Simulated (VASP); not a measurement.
Wanted: the native input for a VASP 6.6.1 run.

```
Task                   : single point
Functional             : vdW-DF
Potentials or basis    : VASP PAW PBE potentials, release 64 (C)
Cutoff                 : 520 eV
k mesh                 : 16 × 16 × 1
Occupations            : fermi-dirac, width 0.05 eV
Spin                   : no spin polarisation
Further INCAR settings : ALGO = Normal; EDIFF = 1e-07
```

The structure of C lies in POSCAR:

```
C
1.0
    2.4610000000      0.0000000000      0.0000000000
   -1.2305000000      2.1312885187      0.0000000000
    0.0000000000      0.0000000000     16.0000000000
C
2
Direct
    0.0000000000      0.0000000000      0.5000000000
    0.3333333333      0.6666666667      0.5000000000
```

The cell was built by a generator and needn't be a form met in nature.

These files were run (other wordings do the same):

INCAR

```
AGGAC = 0.0 ; ALGO = Normal
EDIFF = 1E-7 ; ENCUT = 520
GGA = RE ; ISIF = 2
ISMEAR = -1 ; LASPH = True
LCHARG = False ; LREAL = False
LUSE_VDW = True ; LWAVE = False
NELM = 100 ; PREC = Accurate
SIGMA = 0.05
```

KPOINTS

```
k-points
0
Gamma
  16 16 1
```

Potentials or basis: VASP PAW PBE potentials, release 64 (C).

The run is started by

```console
$ cat potpaw_PBE.64/C/POTCAR > POTCAR
$ mpirun -np 1 vasp_std > vasp.out
```

It gave:

```yaml
Band_gap_on_the_k_mesh: 1.24 eV, direct
```

Wall time 73 s on 1 thread of Intel(R) Xeon(R) Platinum 8488C (Sapphire Rapids) (shared host), peak memory 0.41 GiB.
